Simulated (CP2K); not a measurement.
# TiAl3 (I4/mmm) in CP2K: further runs

One crystal, TiAl3, is run at these levels: PBEsol, RPBE, revPBE; tasks: band structure.

Program: CP2K 2026.2. These are calculated values, not measurements. Logs are shortened: lines on timing, memory, paths and dates and some standing lists are left out, and cuts for length are marked.

### 1 Starting point

The structure is tetragonal, space group I4/mmm (No. 139). The conventional cell has a = 3.822 Å, b = 3.822 Å, c = 8.561 Å, α = 90.00°, β = 90.00°, γ = 90.00°. Ti (site symmetry 4/mmm) is surrounded by 12 Al at 2.70 to 2.87 Å. Around Al (site symmetry -4m2) lie 8 Al at 2.70 to 2.87 Å and 4 Ti at 2.87 Å. Al (site symmetry 4/mmm) is surrounded by 4 Ti at 2.70 Å and 8 Al at 2.87 Å.

The cell comes from a database or a generator and needn't be the stable form of this composition.

### 2 Band structure, PBEsol

tial3_bands.inp

```
&GLOBAL
  PROJECT tial3_bands
  RUN_TYPE ENERGY_FORCE
  PRINT_LEVEL LOW
&END GLOBAL
&FORCE_EVAL
  METHOD QS
  STRESS_TENSOR ANALYTICAL
  &DFT
    BASIS_SET_FILE_NAME BASIS_MOLOPT_UZH
    POTENTIAL_FILE_NAME POTENTIAL_UZH
    &MGRID
      CUTOFF 450
      REL_CUTOFF 60
      NGRIDS 4
    &END MGRID
    &QS
      METHOD GPW
      EPS_DEFAULT 1.0E-10
    &END QS
    &KPOINTS
      SCHEME MONKHORST-PACK 7 7 7
      GAMMA_CENTERED T
      SYMMETRY T
      SYMMETRY_BACKEND SPGLIB
    &END KPOINTS
    &SCF
      SCF_GUESS ATOMIC
      EPS_SCF 1.0E-6
      MAX_SCF 100
      ADDED_MOS 17
      CHOLESKY OFF
      EPS_EIGVAL 1.0E-7
      &DIAGONALIZATION ON
        ALGORITHM STANDARD
      &END DIAGONALIZATION
      &MIXING ON
        METHOD BROYDEN_MIXING
        ALPHA 0.4
        BETA 1.5
        NBUFFER 8
      &END MIXING
      &SMEAR ON
        METHOD FERMI_DIRAC
        ELECTRONIC_TEMPERATURE 580.23
      &END SMEAR
    &END SCF
    &XC
      &XC_FUNCTIONAL
        &GGA_X_PBE_SOL
        &END GGA_X_PBE_SOL
        &GGA_C_PBE_SOL
        &END GGA_C_PBE_SOL
      &END XC_FUNCTIONAL
    &END XC
    &PRINT
      &KPOINTS ON
      &END KPOINTS
      &MULLIKEN ON
      &END MULLIKEN
      &MO ON
        ENERGIES T
        OCCUPATION_NUMBERS T
        &EACH
          QS_SCF 0
        &END EACH
        ADD_LAST NUMERIC
      &END MO
      &BAND_STRUCTURE
        FILE_NAME bands.bs
        ADDED_MOS 4
        &KPOINT_SET
          UNITS B_VECTOR
          NPOINTS 6
          SPECIAL_POINT GAMMA 0.00000000 0.00000000 0.00000000
          SPECIAL_POINT X 0.00000000 0.00000000 0.50000000
          SPECIAL_POINT Y -0.09965903 0.09965903 0.50000000
          SPECIAL_POINT S -0.29982951 0.29982951 0.29982951
          SPECIAL_POINT GAMMA 0.00000000 0.00000000 0.00000000
          SPECIAL_POINT Z 0.50000000 0.50000000 -0.50000000
          SPECIAL_POINT S1 0.29982951 0.70017049 -0.29982951
          SPECIAL_POINT N 0.00000000 0.50000000 0.00000000
          SPECIAL_POINT P 0.25000000 0.25000000 0.25000000
          SPECIAL_POINT Y1 0.50000000 0.50000000 -0.09965903
          SPECIAL_POINT Z 0.50000000 0.50000000 -0.50000000
        &END KPOINT_SET
        &KPOINT_SET
          UNITS B_VECTOR
          NPOINTS 6
          SPECIAL_POINT X 0.00000000 0.00000000 0.50000000
          SPECIAL_POINT P 0.25000000 0.25000000 0.25000000
        &END KPOINT_SET
      &END BAND_STRUCTURE
    &END PRINT
  &END DFT
  &SUBSYS
    &CELL
      A 5.0624878778 0.0000000000 0.0000000000
      B 2.1766900807 4.5706458849 0.0000000000
      C -3.6195889792 -2.2853229424 2.7027131151
      PERIODIC XYZ
    &END CELL
    &COORD
      Ti  0.0000000000 0.0000000000 0.0000000000
      Al  1.0883450404 2.2853229425 1.3513565575
      Al  2.5312439389 0.0000000000 1.3513565575
      Al  3.6195889792 2.2853229425 0.0000000000
    &END COORD
    &KIND Ti
      BASIS_SET TZVP-MOLOPT-PBE-GTH-q12
      POTENTIAL GTH-PBE-q12
    &END KIND
    &KIND Al
      BASIS_SET TZVP-MOLOPT-PBE-GTH-q3
      POTENTIAL GTH-PBE-q3
    &END KIND
    &PRINT
      &ATOMIC_COORDINATES ON
      &END ATOMIC_COORDINATES
      &CELL ON
      &END CELL
    &END PRINT
  &END SUBSYS
  &PRINT
    &FORCES ON
    &END FORCES
    &STRESS_TENSOR ON
    &END STRESS_TENSOR
  &END PRINT
&END FORCE_EVAL
```

Potentials or basis: POTENTIAL_UZH Ti GTH-PBE-q12, Al GTH-PBE-q3; TZVP-MOLOPT-PBE-GTH basis.

Command:

```sh
> OMP_NUM_THREADS=1 cp2k.psmp -i tial3_bands.inp -o tial3_bands.out
```

tial3_bands.out:

```text

 CP2K| version string:                                       CP2K version 2026.2
 CP2K| Input file name                                           tial3_bands.inp

 GLOBAL| Force Environment number                                              1
 GLOBAL| Basis set file name                                    BASIS_MOLOPT_UZH
 GLOBAL| Potential file name                                       POTENTIAL_UZH
 GLOBAL| MM Potential file name                                     MM_POTENTIAL
 GLOBAL| Coordinate file name                                      __STD_INPUT__
 GLOBAL| Method name                                                        CP2K
 GLOBAL| Project name                                                tial3_bands
 GLOBAL| Run type                                                   ENERGY_FORCE
 GLOBAL| FFT library                                                       FFTW3
[... 8 lines left out ...]
 GLOBAL| CPU model name                                                  UNKNOWN

 CELL| Volume [angstrom^3]:                                            62.537645
 CELL| Vector a [angstrom]:       5.062     0.000     0.000   |a| =     5.062488
 CELL| Vector b [angstrom]:       2.177     4.571     0.000   |b| =     5.062488
 CELL| Vector c [angstrom]:      -3.620    -2.285     2.703   |c| =     5.062488
 CELL| Angle (b,c), alpha [degree]:                                   135.641745
 CELL| Angle (a,c), beta  [degree]:                                   135.641745
 CELL| Angle (a,b), gamma [degree]:                                    64.534693
 CELL| Numerically orthorhombic:                                              NO
 CELL| Periodicity                                                           XYZ

 CELL_REF| Volume [angstrom^3]:                                        62.537645
 CELL_REF| Vector a [angstrom     5.062     0.000     0.000   |a| =     5.062488
 CELL_REF| Vector b [angstrom     2.177     4.571     0.000   |b| =     5.062488
 CELL_REF| Vector c [angstrom    -3.620    -2.285     2.703   |c| =     5.062488
 CELL_REF| Angle (b,c), alpha [degree]:                               135.641745
 CELL_REF| Angle (a,c), beta  [degree]:                               135.641745
 CELL_REF| Angle (a,b), gamma [degree]:                                64.534693
 CELL_REF| Numerically orthorhombic:                                          NO
 CELL_REF| Periodicity                                                       XYZ
[... 9 lines left out ...]
 TOTAL NUMBERS AND MAXIMUM NUMBERS

  Total number of            - Atomic kinds:                                   2
                             - Atoms:                                          4
                             - Shell sets:                                     4
                             - Shells:                                        32
                             - Primitive Cartesian functions:                 18
                             - Cartesian basis functions:                     95
                             - Spherical basis functions:                     86

  Maximum angular momentum of- Orbital basis functions:                        3
                             - Local part of the GTH pseudopotential:          2
                             - Non-local part of the GTH pseudopotential:      3

 MODULE QUICKSTEP: ATOMIC COORDINATES IN ANGSTROM

   Atom Kind Element         X             Y             Z       Z(eff)     Mass
      1    1 Ti   22      0.000000      0.000000      0.000000  12.0000  47.8670
      2    2 Al   13      1.088345      2.285323      1.351357   3.0000  26.9815
      3    2 Al   13      2.531244      0.000000      1.351357   3.0000  26.9815
      4    2 Al   13      3.619589      2.285323      0.000000   3.0000  26.9815

 SCF PARAMETERS         Density guess:                                    ATOMIC
[... 9 lines left out ...]
                        --------------------------------------------------------
[... 31 lines left out ...]
  Total energy (extrapolated to T->0):                        -64.23801846682123

 MO| EIGENVALUES AND OCCUPATION NUMBERS FOR K POINT 1
 MO|
 MO|  Index      Eigenvalue [a.u.]        Eigenvalue [eV]             Occupation
 MO|      1              -1.761659             -47.937169               2.000000
 MO|      2              -0.893114             -24.302860               2.000000
 MO|      3              -0.893096             -24.302379               2.000000
 MO|      4              -0.889891             -24.215164               2.000000
 MO|      5              -0.003537              -0.096234               2.000000
 MO|      6               0.049541               1.348080               2.000000
[... 462 lines left out ...]
 MO|     27               0.880034              23.946955               0.000000
 MO|     28               0.905058              24.627882               0.000000
 MO| Sum:                                                              19.996430
 MO| E(Fermi):            0.304457 a.u.          8.284702 eV

 [... the levels of further k-points ...]

 !-----------------------------------------------------------------------------!
                     Mulliken Population Analysis

 #  Atom  Element  Kind  Atomic population                           Net charge
       1     Ti       1         11.671296                              0.328704
       2     Al       2          3.118967                             -0.118967
       3     Al       2          3.118967                             -0.118967
       4     Al       2          3.090771                             -0.090771
 # Total charge                             21.000000                 -0.000000

 !-----------------------------------------------------------------------------!

 KPOINTS| Band Structure Calculation
 KPOINTS| Number of k-point sets                                               2
 KPOINTS| Number of added MOs/bands                                            4
 KPOINTS| Number of k-points in set    1                                      61
 KPOINTS| In units of b-vector [2pi/Bohr]
 KPOINTS| Special point     1       GAMMA     0.000000     0.000000     0.000000
 KPOINTS| Special point     2           X     0.000000     0.000000     0.500000
 KPOINTS| Special point     3           Y    -0.099659     0.099659     0.500000
 KPOINTS| Special point     4           S    -0.299830     0.299830     0.299830
 KPOINTS| Special point     5       GAMMA     0.000000     0.000000     0.000000
 KPOINTS| Special point     6           Z     0.500000     0.500000    -0.500000
 KPOINTS| Special point     7          S1     0.299830     0.700170    -0.299830
 KPOINTS| Special point     8           N     0.000000     0.500000     0.000000
 KPOINTS| Special point     9           P     0.250000     0.250000     0.250000
 KPOINTS| Special point    10          Y1     0.500000     0.500000    -0.099659
 KPOINTS| Special point    11           Z     0.500000     0.500000    -0.500000
 KPOINTS| Number of k-points in set    2                                       7
 KPOINTS| In units of b-vector [2pi/Bohr]
 KPOINTS| Special point     1           X     0.000000     0.000000     0.500000
 KPOINTS| Special point     2           P     0.250000     0.250000     0.250000

 ENERGY| Total FORCE_EVAL ( QS ) energy [hartree]            -64.238268449852697

 FORCES| Atomic forces [hartree/bohr]
 FORCES|   Atom     x               y               z               |f|
 FORCES|      1 -9.52605303E-10  3.34807274E-10  5.75834694E-10   1.16238478E-09
 FORCES|      2 -9.27653050E-10 -1.63966213E-09  1.52993409E-08   1.54148910E-08
 FORCES|      3  9.23620273E-10  2.63952933E-09 -1.31914902E-08   1.34846433E-08
 FORCES|      4  9.54195689E-10 -1.33537783E-09 -2.67759553E-09   3.14057976E-09
 FORCES| Sum    -2.44239172E-12 -7.03352193E-13  6.08981320E-12
 FORCES| Total atomic force                                       6.59892464E-12

 STRESS| Analytical stress tensor [bar]
 STRESS|                        x                   y                   z
 STRESS|      x        1.01472018630E+04   1.82356352010E+03   9.19231949250E-01
 STRESS|      y        1.82356352010E+03   8.41038017232E+03   5.55440015298E-01
 STRESS|      z        9.19231949250E-01   5.55440015298E-01   7.26044683135E+03
 STRESS| 1/3 Trace                                             8.60600962224E+03
 STRESS| Determinant                                           5.95476004009E+11

 STRESS| Eigenvectors and eigenvalues of the analytical stress tensor [bar]
 STRESS|                        1                   2                   3
 STRESS| Eigenvalues   7.25900821794E+03   7.26044685525E+03   1.12985737935E+04
 STRESS|      x          -0.533821961565      0.007604924383      0.845562699317
 STRESS|      y           0.845469707359     -0.012542851592      0.533876063157
 STRESS|      z           0.014665854539      0.999892415212      0.000265916448
```

Run time: 2.1 min. Hardware: 1 thread of Arm Neoverse V2, shared host; peak memory 0.55 GiB.

Results:

- Free energy: -1748.0122 eV
- Pressure: 0.9 GPa
- Band gap on the k mesh: none (metal or under the smearing width)
- Mulliken charges: Ti +0.33; Al -0.12, -0.09 e

Levels at the corners of the path, in eV from the Fermi level:
```tsv
point	band 7	band 8	band 9	band 10	band 11	band 12	band 13	band 14	band 15	band 16
Γ	-2.64	-1.44	-1.24	-1.24	0.84	1.79	1.79	2.33	2.47	3.86
X	-4.41	-3.80	-2.70	-2.23	-1.00	1.79	1.96	2.74	2.87	3.24
Y	-4.94	-3.64	-2.24	-1.38	-0.87	1.71	1.93	2.24	3.39	3.71
S	-5.62	-1.08	-0.77	-0.62	0.58	1.63	2.15	3.09	3.17	4.15
Γ	-2.64	-1.44	-1.24	-1.24	0.84	1.79	1.79	2.33	2.47	3.86
Z	-2.03	-0.91	-0.91	-0.24	0.71	0.71	0.98	3.13	4.77	6.15
S1	-5.62	-1.08	-0.77	-0.62	0.58	1.63	2.15	3.09	3.17	4.15
N	-3.65	-2.96	-1.07	-0.26	0.52	1.84	2.11	2.77	3.26	4.56
P	-4.83	-4.31	-1.84	-1.84	-1.16	0.84	1.79	1.96	3.23	3.23
Y1	-4.94	-3.64	-2.24	-1.38	-0.87	1.71	1.93	2.24	3.39	3.71
Z	-2.03	-0.91	-0.91	-0.24	0.71	0.71	0.98	3.13	4.77	6.15
X	-4.41	-3.80	-2.70	-2.23	-1.00	1.79	1.96	2.74	2.87	3.24
P	-4.83	-4.31	-1.84	-1.84	-1.16	0.84	1.79	1.96	3.23	3.23
```

Caveat: Mulliken charges move with the basis; the potentials were made for another functional, which shifts forces and pressure; the basis of atomic orbitals isn't converged, which shifts pressures, moduli and gaps.

### 3 Band structure, RPBE

tial3_bands.inp, as its differences from that of step 2:

```diff
@@ -14,3 +14,3 @@
       REL_CUTOFF 60
-      NGRIDS 4
+      NGRIDS 5
     &END MGRID
@@ -44,3 +44,3 @@
         METHOD FERMI_DIRAC
-        ELECTRONIC_TEMPERATURE 580.23
+        ELECTRONIC_TEMPERATURE [K] 580.226
       &END SMEAR
@@ -49,6 +49,6 @@
       &XC_FUNCTIONAL
-        &GGA_X_PBE_SOL
-        &END GGA_X_PBE_SOL
-        &GGA_C_PBE_SOL
-        &END GGA_C_PBE_SOL
+        &GGA_X_RPBE
+        &END GGA_X_RPBE
+        &GGA_C_PBE
+        &END GGA_C_PBE
       &END XC_FUNCTIONAL
@@ -73,3 +73,3 @@
           UNITS B_VECTOR
-          NPOINTS 6
+          NPOINTS 8
           SPECIAL_POINT GAMMA 0.00000000 0.00000000 0.00000000
@@ -88,3 +88,3 @@
           UNITS B_VECTOR
-          NPOINTS 6
+          NPOINTS 8
           SPECIAL_POINT X 0.00000000 0.00000000 0.50000000
@@ -103,6 +103,7 @@
     &COORD
+      SCALED
       Ti  0.0000000000 0.0000000000 0.0000000000
-      Al  1.0883450404 2.2853229425 1.3513565575
-      Al  2.5312439389 0.0000000000 1.3513565575
-      Al  3.6195889792 2.2853229425 0.0000000000
+      Al  0.2500000000 0.7500000000 0.5000000000
+      Al  0.7500000000 0.2500000000 0.5000000000
+      Al  0.5000000000 0.5000000000 0.0000000000
     &END COORD
```

Potentials or basis: POTENTIAL_UZH Ti GTH-PBE-q12, Al GTH-PBE-q3; TZVP-MOLOPT-PBE-GTH basis.

Command:

```sh
> OMP_NUM_THREADS=1 cp2k.psmp -i tial3_bands.inp -o tial3_bands.out
```

Run time: 2.1 min. Hardware: 1 thread of Arm Neoverse V2, shared host; peak memory 0.55 GiB.

It converged, with:

```yaml
Free_energy: -1751.6619 eV
Pressure: 2.8 GPa
Band_gap_on_the_k_mesh: none (metal or under the smearing width)
Mulliken_charges: Ti +0.40; Al -0.14, -0.12 e
```

Stress tensor (GPa, compression positive):
```
2.97 0.20 0.00
0.20 2.78 0.00
0.00 0.00 2.66
```

Levels at the corners of the path, in eV from the Fermi level:
| point | band 9 | band 10 | band 11 | band 12 | band 13 | band 14 |
| --- | --- | --- | --- | --- | --- | --- |
| Γ | -1.25 | -1.25 | 0.82 | 1.76 | 1.76 | 2.34 |
| X | -2.74 | -2.23 | -1.00 | 1.80 | 1.98 | 2.73 |
| Y | -2.26 | -1.39 | -0.87 | 1.73 | 1.92 | 2.22 |
| S | -0.76 | -0.63 | 0.58 | 1.64 | 2.12 | 3.07 |
| Γ | -1.25 | -1.25 | 0.82 | 1.76 | 1.76 | 2.34 |
| Z | -0.95 | -0.22 | 0.72 | 0.72 | 0.95 | 3.15 |
| S1 | -0.76 | -0.63 | 0.58 | 1.64 | 2.12 | 3.07 |
| N | -1.08 | -0.25 | 0.52 | 1.86 | 2.08 | 2.74 |
| P | -1.85 | -1.85 | -1.18 | 0.87 | 1.80 | 1.98 |
| Y1 | -2.26 | -1.39 | -0.87 | 1.73 | 1.92 | 2.22 |
| Z | -0.95 | -0.22 | 0.72 | 0.72 | 0.95 | 3.15 |
| X | -2.74 | -2.23 | -1.00 | 1.80 | 1.98 | 2.73 |
| P | -1.85 | -1.85 | -1.18 | 0.87 | 1.80 | 1.98 |

Caveat: Mulliken charges move with the basis; the potentials were made for another functional, which shifts forces and pressure; the basis of atomic orbitals isn't converged, which shifts pressures, moduli and gaps.

### 4 Band structure, revPBE

tial3_bands.inp, as its differences from that of step 3:

```diff
@@ -44,3 +44,3 @@
         METHOD FERMI_DIRAC
-        ELECTRONIC_TEMPERATURE [K] 580.226
+        ELECTRONIC_TEMPERATURE 580.23
       &END SMEAR
@@ -49,4 +49,4 @@
       &XC_FUNCTIONAL
-        &GGA_X_RPBE
-        &END GGA_X_RPBE
+        &GGA_X_PBE_R
+        &END GGA_X_PBE_R
         &GGA_C_PBE
@@ -97,5 +97,4 @@
     &CELL
-      A 5.0624878778 0.0000000000 0.0000000000
-      B 2.1766900807 4.5706458849 0.0000000000
-      C -3.6195889792 -2.2853229424 2.7027131151
+      ABC 5.0624878778 5.0624878778 5.0624878777
+      ALPHA_BETA_GAMMA 135.6417445973 135.6417445978 64.5346926101
       PERIODIC XYZ
@@ -103,7 +102,6 @@
     &COORD
-      SCALED
       Ti  0.0000000000 0.0000000000 0.0000000000
-      Al  0.2500000000 0.7500000000 0.5000000000
-      Al  0.7500000000 0.2500000000 0.5000000000
-      Al  0.5000000000 0.5000000000 0.0000000000
+      Al  1.0883450404 2.2853229425 1.3513565575
+      Al  2.5312439389 0.0000000000 1.3513565575
+      Al  3.6195889792 2.2853229425 0.0000000000
     &END COORD
```

Command:

```sh
> OMP_NUM_THREADS=1 cp2k.psmp -i tial3_bands.inp -o tial3_bands.out
```

Wall time 2.1 min (1 thread of Arm Neoverse V2, shared host); peak memory 0.55 GiB.

Results (log left out):

| Property | Result |
| --- | --- |
| Free energy | -1751.4686 eV |
| Pressure | 2.6 GPa |
| Band gap on the k mesh | none (metal or under the smearing width) |
| Mulliken charges | Ti +0.39; Al -0.13, -0.12 e |

Stress tensor (GPa, compression positive):
```
2.75 0.20 0.00
0.20 2.56 0.00
0.00 0.00 2.43
```

Levels at the corners of the path, in eV from the Fermi level:
```csv
point,band 8,band 9,band 10,band 11,band 12,band 13,band 14,band 15
Γ,-1.41,-1.25,-1.25,0.82,1.76,1.76,2.34,2.43
X,-3.82,-2.74,-2.23,-1.00,1.80,1.98,2.73,2.85
Y,-3.65,-2.26,-1.39,-0.87,1.73,1.92,2.22,3.38
S,-1.09,-0.76,-0.63,0.58,1.64,2.12,3.07,3.15
Γ,-1.41,-1.25,-1.25,0.82,1.76,1.76,2.34,2.43
Z,-0.94,-0.94,-0.22,0.72,0.72,0.95,3.15,4.72
S1,-1.09,-0.76,-0.63,0.58,1.64,2.12,3.07,3.15
N,-2.99,-1.08,-0.25,0.52,1.86,2.09,2.74,3.25
P,-4.31,-1.85,-1.85,-1.18,0.86,1.80,1.98,3.19
Y1,-3.65,-2.26,-1.39,-0.87,1.73,1.92,2.22,3.38
Z,-0.94,-0.94,-0.22,0.72,0.72,0.95,3.15,4.72
X,-3.82,-2.74,-2.23,-1.00,1.80,1.98,2.73,2.85
P,-4.31,-1.85,-1.85,-1.18,0.86,1.80,1.98,3.19
```

Caveat: Mulliken charges move with the basis; the potentials were made for another functional, which shifts forces and pressure; the basis of atomic orbitals isn't converged, which shifts pressures, moduli and gaps.

### 5 Summary

```csv
level,NGRIDS,points a segment of the path (NPOINTS),gap on the mesh (eV),pressure (GPa)
PBEsol,4,6,none,0.9
RPBE,5,8,none,2.8
revPBE,5,8,none,2.6
```

Alike in all rows: task band structure; potentials or basis POTENTIAL_UZH Ti GTH-PBE-q12, Al GTH-PBE-q3; TZVP-MOLOPT-PBE-GTH basis; no spin polarisation; cell as given; k mesh 7 × 7 × 7; smearing fermi-dirac 0.05 eV.

Caveats: the potentials were made for another functional, which shifts forces and pressure; the basis of atomic orbitals isn't converged, which shifts pressures, moduli and gaps.

Total energies depend on the potentials used, so only differences within one code and one set of settings carry meaning.
